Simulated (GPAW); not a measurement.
# PbO2 (Fm-3m) in GPAW: further runs

One crystal, PbO2, is run at these levels: PBEsol; tasks: relaxation of cell and atoms.

Program: GPAW 26.7.0. These are calculated values, not measurements. Logs are shortened: lines on timing, memory, paths and dates and some standing lists are left out, and cuts for length are marked. The log counts tension as positive stress, the text compression.

## (1) The structure

The structure is cubic, space group Fm-3m (No. 225). The conventional cell has a = 5.404 Å, b = 5.404 Å, c = 5.404 Å, α = 90.00°, β = 90.00°, γ = 90.00°. Pb (site symmetry m-3m) is surrounded by 8 O at 2.34 Å. O (site symmetry -43m) has 4 Pb at 2.34 Å as nearest neighbours.

The cell comes from a database or a generator and needn't be the stable form of this composition.

## (2) Relaxation of cell and atoms, PBEsol, target pressure 20 GPa, at which the enthalpy is minimised

run.py

```python
from ase import Atoms
from ase.filters import FrechetCellFilter
from ase.io import write
from ase.optimize import BFGS
from ase.units import GPa
from gpaw import GPAW, PW, setup_paths

setup_paths.insert(0, '.')

atoms = Atoms(['Pb', 'O', 'O'],
              cell=[[0.0, 2.701992, 2.701992],
                    [2.701992, 0.0, 2.701992],
                    [2.701992, 2.701992, 0.0]],
              scaled_positions=[[0.0, 0.0, 0.0],
                                [0.75, 0.75, 0.75],
                                [0.25, 0.25, 0.25]],
              pbc=True)

calc = GPAW(mode=PW(800),
            xc='PBEsol',
            kpts={'size': (9, 9, 9), 'gamma': True},
            occupations={'name': 'fermi-dirac', 'width': 0.05},
            nbands=24,
            convergence={'density': 1e-05, 'forces': 0.0001},
            maxiter=150,
            txt='gpaw.txt')
atoms.calc = calc
opt = BFGS(FrechetCellFilter(atoms, scalar_pressure=20 * GPa), trajectory='relax.traj', logfile='-')
done = opt.run(fmax=0.02, steps=60)
calc.write('gs.gpw')
write('result.traj', atoms)
print('Converged:', done)
print('Cell:', atoms.cell.cellpar().round(4))
print('Volume:', round(atoms.get_volume(), 4))
print(atoms.get_scaled_positions().round(5))
```

Potentials or basis: PAW data sets generated in the run's folder for this functional, pw.

The run is started by

```console
gpaw-setup -f PBEsol O Pb
OMP_NUM_THREADS=1 python run.py
```

gpaw.txt:

```text
__  _  _
 | _ |_)|_||  |
 |__||  | ||/\| - 26.7.0

Input parameters:
  mode=PW(ecut=800.0),
  convergence={'density': 1e-05, 'forces': 0.0001},
  kpts=MonkhorstPack(size=(9, 9, 9), gamma=True),
  maxiter=150,
  nbands=24,
  occupations=Occupations(name='fermi-dirac', width=0.05),
  xc=XC(name='PBEsol')

Diagonalizing LCAO Hamiltonian
Converting LCAO to pw mode

                    O

           O

       Pb

Atoms  # Å, Bohr magnetons
|   | symbol |        x |        y |        z |    initial magnetic moments |
|---|--------|----------|----------|----------|-----------------------------|
| 0 |     Pb | 0.000000 | 0.000000 | 0.000000 | ( 0.0000,  0.0000,  0.0000) |
| 1 |      O | 4.052988 | 4.052988 | 4.052988 | ( 0.0000,  0.0000,  0.0000) |
| 2 |      O | 1.350996 | 1.350996 | 1.350996 | ( 0.0000,  0.0000,  0.0000) |

Unit cell  # Å
| periodic |        x |        y |        z |  lengths |    angles |
|----------|----------|----------|----------|----------|-----------|
|      yes | 0.000000 | 2.701992 | 2.701992 | 3.821194 | 60.000000 |
|      yes | 2.701992 | 0.000000 | 2.701992 | 3.821194 | 60.000000 |
|      yes | 2.701992 | 2.701992 | 0.000000 | 3.821194 | 60.000000 |

Number of symmetries: 48
Symmetry operations  # r_c * U_cc + t_c -> r_c
|    | kind |            matrix            |
|----|------|------------------------------|
|  0 |  σ   |  1, 0, 0,  1, 0,-1,  1,-1, 0 |
|  1 |  C2  |  1, 0, 0,  1,-1, 0,  1, 0,-1 |
|  2 |  E   |  1, 0, 0,  0, 1, 0,  0, 0, 1 |
|  3 |  σ   |  1, 0, 0,  0, 0, 1,  0, 1, 0 |
|  4 |  C4  |  1, 0,-1,  1, 0, 0,  1,-1, 0 |
|  5 |  S6  |  1, 0,-1,  1,-1, 0,  1, 0, 0 |
|  6 |  σ   |  1, 0,-1,  0, 1,-1,  0, 0,-1 |
|  7 |  C3  |  1, 0,-1,  0, 0,-1,  0, 1,-1 |
|  8 |  S6  |  1,-1, 0,  1, 0, 0,  1, 0,-1 |
|  9 |  C4  |  1,-1, 0,  1, 0,-1,  1, 0, 0 |
| 10 |  C3  |  1,-1, 0,  0,-1, 1,  0,-1, 0 |
| 11 |  σ   |  1,-1, 0,  0,-1, 0,  0,-1, 1 |
| 12 |  σ   |  0, 1, 0,  1, 0, 0,  0, 0, 1 |
| 13 |  C4  |  0, 1, 0,  0, 1,-1, -1, 1, 0 |
[... 220 lines left out ...]
|         20 |        26.341 |     0.000 |
|         21 |        26.341 |     0.000 |
|        ... |               |           |
|         23 |        27.886 |     0.000 |

No gap
No difference between direct/indirect transitions

Stress tensor  # eV/Ang^3
|        x |         y |         z |
|----------|-----------|-----------|
| 0.044380 |  0.000000 |  0.000000 |
| 0.000000 |  0.044380 | -0.000000 |
| 0.000000 | -0.000000 |  0.044380 |

Forces  # eV/Ang
|        x |        y |        z |
|----------|----------|----------|
|  0.00000 |  0.00000 |  0.00000 |  # Pb   0
| -0.00000 |  0.00000 | -0.00000 |  # O    1
| -0.00000 | -0.00000 |  0.00000 |  # O    2

Interpolating wave functions to new cell

                    O

           O

       Pb

Atoms  # Å, Bohr magnetons
|   | symbol |        x |        y |        z |    initial magnetic moments |
|---|--------|----------|----------|----------|-----------------------------|
| 0 |     Pb | 0.000000 | 0.000000 | 0.000000 | ( 0.0000,  0.0000,  0.0000) |
| 1 |      O | 4.010267 | 4.010267 | 4.010267 | ( 0.0000,  0.0000,  0.0000) |
| 2 |      O | 1.336756 | 1.336756 | 1.336756 | ( 0.0000,  0.0000,  0.0000) |

Unit cell  # Å
| periodic |        x |         y |        z |  lengths |    angles |
|----------|----------|-----------|----------|----------|-----------|
|      yes | 0.000000 |  2.673511 | 2.673511 | 3.780916 | 60.000000 |
|      yes | 2.673511 | -0.000000 | 2.673511 | 3.780916 | 60.000000 |
|      yes | 2.673511 |  2.673511 | 0.000000 | 3.780916 | 60.000000 |

Number of symmetries: 48
Symmetry operations  # r_c * U_cc + t_c -> r_c
|    | kind |            matrix            |
|----|------|------------------------------|
|  0 |  σ   |  1, 0, 0,  1, 0,-1,  1,-1, 0 |
|  1 |  C2  |  1, 0, 0,  1,-1, 0,  1, 0,-1 |
|  2 |  E   |  1, 0, 0,  0, 1, 0,  0, 0, 1 |
|  3 |  σ   |  1, 0, 0,  0, 0, 1,  0, 1, 0 |
|  4 |  C4  |  1, 0,-1,  1, 0, 0,  1,-1, 0 |
|  5 |  S6  |  1, 0,-1,  1,-1, 0,  1, 0, 0 |
|  6 |  σ   |  1, 0,-1,  0, 1,-1,  0, 0,-1 |
|  7 |  C3  |  1, 0,-1,  0, 0,-1,  0, 1,-1 |
|  8 |  S6  |  1,-1, 0,  1, 0, 0,  1, 0,-1 |
|  9 |  C4  |  1,-1, 0,  1, 0,-1,  1, 0, 0 |
| 10 |  C3  |  1,-1, 0,  0,-1, 1,  0,-1, 0 |
| 11 |  σ   |  1,-1, 0,  0,-1, 0,  0,-1, 1 |
| 12 |  σ   |  0, 1, 0,  1, 0, 0,  0, 0, 1 |
| 13 |  C4  |  0, 1, 0,  0, 1,-1, -1, 1, 0 |
[... 245 lines left out ...]
           O

       Pb

Atoms  # Å, Bohr magnetons
|   | symbol |         x |        y |         z |    initial magnetic moments |
|---|--------|-----------|----------|-----------|-----------------------------|
| 0 |     Pb | -0.000000 | 0.000000 | -0.000000 | ( 0.0000,  0.0000,  0.0000) |
| 1 |      O |  3.823540 | 3.823540 |  3.823540 | ( 0.0000,  0.0000,  0.0000) |
| 2 |      O |  1.274513 | 1.274513 |  1.274513 | ( 0.0000,  0.0000,  0.0000) |

Unit cell  # Å
| periodic |         x |         y |         z |  lengths |    angles |
|----------|-----------|-----------|-----------|----------|-----------|
|      yes | -0.000000 |  2.549027 |  2.549027 | 3.604869 | 60.000000 |
|      yes |  2.549027 | -0.000000 |  2.549027 | 3.604869 | 60.000000 |
|      yes |  2.549027 |  2.549027 | -0.000000 | 3.604869 | 60.000000 |

Number of symmetries: 48
Symmetry operations  # r_c * U_cc + t_c -> r_c
|    | kind |            matrix            |
|----|------|------------------------------|
|  0 |  σ   |  1, 0, 0,  1, 0,-1,  1,-1, 0 |
|  1 |  C2  |  1, 0, 0,  1,-1, 0,  1, 0,-1 |
|  2 |  E   |  1, 0, 0,  0, 1, 0,  0, 0, 1 |
|  3 |  σ   |  1, 0, 0,  0, 0, 1,  0, 1, 0 |
|  4 |  C4  |  1, 0,-1,  1, 0, 0,  1,-1, 0 |
|  5 |  S6  |  1, 0,-1,  1,-1, 0,  1, 0, 0 |
|  6 |  σ   |  1, 0,-1,  0, 1,-1,  0, 0,-1 |
|  7 |  C3  |  1, 0,-1,  0, 0,-1,  0, 1,-1 |
|  8 |  S6  |  1,-1, 0,  1, 0, 0,  1, 0,-1 |
|  9 |  C4  |  1,-1, 0,  1, 0,-1,  1, 0, 0 |
| 10 |  C3  |  1,-1, 0,  0,-1, 1,  0,-1, 0 |
| 11 |  σ   |  1,-1, 0,  0,-1, 0,  0,-1, 1 |
| 12 |  σ   |  0, 1, 0,  1, 0, 0,  0, 0, 1 |
| 13 |  C4  |  0, 1, 0,  0, 1,-1, -1, 1, 0 |
[... 245 lines left out ...]
           O

       Pb

Atoms  # Å, Bohr magnetons
|   | symbol |        x |        y |         z |    initial magnetic moments |
|---|--------|----------|----------|-----------|-----------------------------|
| 0 |     Pb | 0.000000 | 0.000000 | -0.000000 | ( 0.0000,  0.0000,  0.0000) |
| 1 |      O | 3.857258 | 3.857258 |  3.857258 | ( 0.0000,  0.0000,  0.0000) |
| 2 |      O | 1.285753 | 1.285753 |  1.285753 | ( 0.0000,  0.0000,  0.0000) |

Unit cell  # Å
| periodic |        x |         y |         z |  lengths |    angles |
|----------|----------|-----------|-----------|----------|-----------|
|      yes | 0.000000 |  2.571505 |  2.571505 | 3.636657 | 60.000000 |
|      yes | 2.571505 | -0.000000 |  2.571505 | 3.636657 | 60.000000 |
|      yes | 2.571505 |  2.571505 | -0.000000 | 3.636657 | 60.000000 |

Number of symmetries: 48
Symmetry operations  # r_c * U_cc + t_c -> r_c
|    | kind |            matrix            |
|----|------|------------------------------|
|  0 |  σ   |  1, 0, 0,  1, 0,-1,  1,-1, 0 |
|  1 |  C2  |  1, 0, 0,  1,-1, 0,  1, 0,-1 |
|  2 |  E   |  1, 0, 0,  0, 1, 0,  0, 0, 1 |
|  3 |  σ   |  1, 0, 0,  0, 0, 1,  0, 1, 0 |
|  4 |  C4  |  1, 0,-1,  1, 0, 0,  1,-1, 0 |
|  5 |  S6  |  1, 0,-1,  1,-1, 0,  1, 0, 0 |
|  6 |  σ   |  1, 0,-1,  0, 1,-1,  0, 0,-1 |
|  7 |  C3  |  1, 0,-1,  0, 0,-1,  0, 1,-1 |
|  8 |  S6  |  1,-1, 0,  1, 0, 0,  1, 0,-1 |
|  9 |  C4  |  1,-1, 0,  1, 0,-1,  1, 0, 0 |
| 10 |  C3  |  1,-1, 0,  0,-1, 1,  0,-1, 0 |
| 11 |  σ   |  1,-1, 0,  0,-1, 0,  0,-1, 1 |
| 12 |  σ   |  0, 1, 0,  1, 0, 0,  0, 0, 1 |
| 13 |  C4  |  0, 1, 0,  0, 1,-1, -1, 1, 0 |
[... 168 lines left out ...]
SCF iterations
|iter     | |      energy | eigst |  dens |force |
|---------|-|-------------|-------|-------|------|
|iter:   1| |  -17.449830 | -1.02 |       |      |
|iter:   2| |  -17.436740 | -3.34 | -1.73 |      |
|iter:   3| |  -17.387989 | -2.71 | -1.77 |      |
|iter:   4| |  -17.388219 | -3.90 | -2.55 |      |
|iter:   5| |  -17.388547c| -4.62 | -2.90 |      |
|iter:   6| |  -17.388638c| -4.97 | -3.27 |      |
|iter:   7| |  -17.388637c| -7.49c| -4.42 |      |
|iter:   8| |  -17.388637c| -8.17c| -4.82 |      |
|iter:   9| |  -17.388637c| -9.48c| -5.91c|      |
|iter:  10| |  -17.388637c|-10.02c| -6.42c|-16.26c|

Converged in 10 steps
Energy contributions relative to reference atoms: (reference = -571190.928133)

Energy contributions:
  Kinetic:          46.452616
  Coulomb:         -39.405636
  Zero:              0.090092
  External:          0.000000
  Xc:              -24.525025
  Entropy:          -0.001367
  Spinorbit:         0.000000
  ----------------------------
  Free energy:     -17.389320
  Extrapolated:    -17.388637
[... 31 lines left out ...]
Stress tensor  # eV/Ang^3
|         x |         y |         z |
|-----------|-----------|-----------|
| -0.118885 |  0.000000 | -0.000000 |
|  0.000000 | -0.118885 | -0.000000 |
| -0.000000 | -0.000000 | -0.118885 |

Forces  # eV/Ang
|        x |       y |        z |
|----------|---------|----------|
|  0.00000 | 0.00000 |  0.00000 |  # Pb   0
| -0.00000 | 0.00000 | -0.00000 |  # O    1
|  0.00000 | 0.00000 | -0.00000 |  # O    2

Interpolating wave functions to new cell

                   O

           O

       Pb

Atoms  # Å, Bohr magnetons
|   | symbol |        x |        y |         z |    initial magnetic moments |
|---|--------|----------|----------|-----------|-----------------------------|
| 0 |     Pb | 0.000000 | 0.000000 | -0.000000 | ( 0.0000,  0.0000,  0.0000) |
| 1 |      O | 3.852489 | 3.852489 |  3.852489 | ( 0.0000,  0.0000,  0.0000) |
| 2 |      O | 1.284163 | 1.284163 |  1.284163 | ( 0.0000,  0.0000,  0.0000) |

Unit cell  # Å
| periodic |        x |         y |         z |  lengths |    angles |
|----------|----------|-----------|-----------|----------|-----------|
|      yes | 0.000000 |  2.568326 |  2.568326 | 3.632161 | 60.000000 |
|      yes | 2.568326 | -0.000000 |  2.568326 | 3.632161 | 60.000000 |
|      yes | 2.568326 |  2.568326 | -0.000000 | 3.632161 | 60.000000 |

Number of symmetries: 48
Symmetry operations  # r_c * U_cc + t_c -> r_c
|    | kind |            matrix            |
|----|------|------------------------------|
|  0 |  σ   |  1, 0, 0,  1, 0,-1,  1,-1, 0 |
|  1 |  C2  |  1, 0, 0,  1,-1, 0,  1, 0,-1 |
|  2 |  E   |  1, 0, 0,  0, 1, 0,  0, 0, 1 |
|  3 |  σ   |  1, 0, 0,  0, 0, 1,  0, 1, 0 |
|  4 |  C4  |  1, 0,-1,  1, 0, 0,  1,-1, 0 |
|  5 |  S6  |  1, 0,-1,  1,-1, 0,  1, 0, 0 |
|  6 |  σ   |  1, 0,-1,  0, 1,-1,  0, 0,-1 |
|  7 |  C3  |  1, 0,-1,  0, 0,-1,  0, 1,-1 |
|  8 |  S6  |  1,-1, 0,  1, 0, 0,  1, 0,-1 |
|  9 |  C4  |  1,-1, 0,  1, 0,-1,  1, 0, 0 |
| 10 |  C3  |  1,-1, 0,  0,-1, 1,  0,-1, 0 |
| 11 |  σ   |  1,-1, 0,  0,-1, 0,  0,-1, 1 |
| 12 |  σ   |  0, 1, 0,  1, 0, 0,  0, 0, 1 |
| 13 |  C4  |  0, 1, 0,  0, 1,-1, -1, 1, 0 |
[... 232 lines left out ...]
Forces  # eV/Ang
|        x |        y |        z |
|----------|----------|----------|
|  0.00000 |  0.00000 | -0.00000 |  # Pb   0
| -0.00000 | -0.00000 | -0.00000 |  # O    1
|  0.00000 | -0.00000 |  0.00000 |  # O    2

# Writing to gs.gpw (mode='')
```

Run time: 1.8 min. Hardware: 1 thread of Arm Neoverse V2, shared host; peak memory 0.29 GiB.

Results:

```yaml
Free_energy: -17.3739 eV
Relaxed_volume: 11.29 Å³/atom
Relaxed_cell: a = 3.632 Å, b = 3.632 Å, c = 3.632 Å, α = 60.00°, β = 60.00°, γ = 60.00°
Space_group_after_relaxing_to_0.05_Å: Fm-3m (No. 225)
Energy_change_on_relaxing_the_enthalpy_is_what_falls: +53.4 meV/atom
Ionic_steps: 5
Pressure_after_relaxing: 20.0 GPa
Band_gap_on_the_k_mesh: none (metal or under the smearing width)
```

The path:
```csv
step,energy change (eV),largest force (eV/Å),pressure (GPa),volume (Å³)
1,0.0000,0.0000,-7.11,39.45
2,-0.0380,0.0000,-2.90,38.22
3,0.2691,0.0000,25.96,33.12
4,0.1447,0.0000,19.05,34.01
5,0.1601,0.0000,19.97,33.88
```

Final structure:
```cif
data_structure
_symmetry_space_group_name_H-M 'P 1'
_symmetry_Int_Tables_number 1
_cell_length_a 3.6322
_cell_length_b 3.6322
_cell_length_c 3.6322
_cell_angle_alpha 60.000
_cell_angle_beta 60.000
_cell_angle_gamma 60.000
_cell_volume 33.88
loop_
_atom_site_label
_atom_site_type_symbol
_atom_site_fract_x
_atom_site_fract_y
_atom_site_fract_z
_atom_site_occupancy
Pb1 Pb 0.00000 0.00000 0.00000 1
O1 O 0.75000 0.75000 0.75000 1
O2 O 0.25000 0.25000 0.25000 1
```

Caveat: later steps reuse the first step's grids. The run has no spin-orbit coupling, so splittings on Pb are missing.

## (3) Relaxation of cell and atoms, PBEsol, target pressure 30 GPa, at which the enthalpy is minimised

Changes to run.py since step 2:

```diff
@@ -27,3 +27,3 @@
 atoms.calc = calc
-opt = BFGS(FrechetCellFilter(atoms, scalar_pressure=20 * GPa), trajectory='relax.traj', logfile='-')
+opt = BFGS(FrechetCellFilter(atoms, scalar_pressure=30 * GPa), trajectory='relax.traj', logfile='-')
 done = opt.run(fmax=0.02, steps=60)
```

Potentials or basis: PAW data sets generated in the run's folder for this functional, pw.

The run is started by

```console
gpaw-setup -f PBEsol O Pb
OMP_NUM_THREADS=1 python run.py
```

It took 1.8 min on 1 thread of Arm Neoverse V2, shared host; peak memory 0.26 GiB.

The run converged. Its results:

| Item | Value |
| --- | --- |
| Free energy | -17.1854 eV |
| Relaxed volume | 10.89 Å³/atom |
| Relaxed cell | a = 3.588 Å, b = 3.588 Å, c = 3.588 Å, α = 60.00°, β = 60.00°, γ = 60.00° |
| Space group after relaxing (to 0.05 Å) | Fm-3m (No. 225) |
| Energy change on relaxing (the enthalpy is what falls) | +116.1 meV/atom |
| Ionic steps | 5 |
| Pressure after relaxing | 29.9 GPa |
| Band gap on the k mesh | none (metal or under the smearing width) |

Step by step:
```tsv
step	energy change (eV)	largest force (eV/Å)	pressure (GPa)	volume (Å³)
1	0.0000	0.0000	-7.11	39.45
2	-0.0433	0.0000	-1.17	37.77
3	0.5854	0.0000	40.62	31.60
4	0.3119	0.0000	28.14	32.87
5	0.3483	0.0000	29.93	32.67
```

Final structure:
```
Pb O
1.0
     0.00000    2.53736    2.53736
     2.53736    0.00000    2.53736
     2.53736    2.53736    0.00000
Pb O
1 2
Direct
  0.00000 0.00000 0.00000
  0.75000 0.75000 0.75000
  0.25000 0.25000 0.25000
```

Levels at points of the mesh, in eV from the Fermi level:
```tsv
k point	band 10	band 11	band 12	band 13	band 14	band 15	band 16	band 17
(0.00, 0.00, 0.00)	-2.41	-1.80	-1.80	-1.80	-1.24	7.17	7.17	7.17
```

Caveat: later steps reuse the first step's grids; the volume moved by over 15 % at a fixed basis, so the end points are rough.
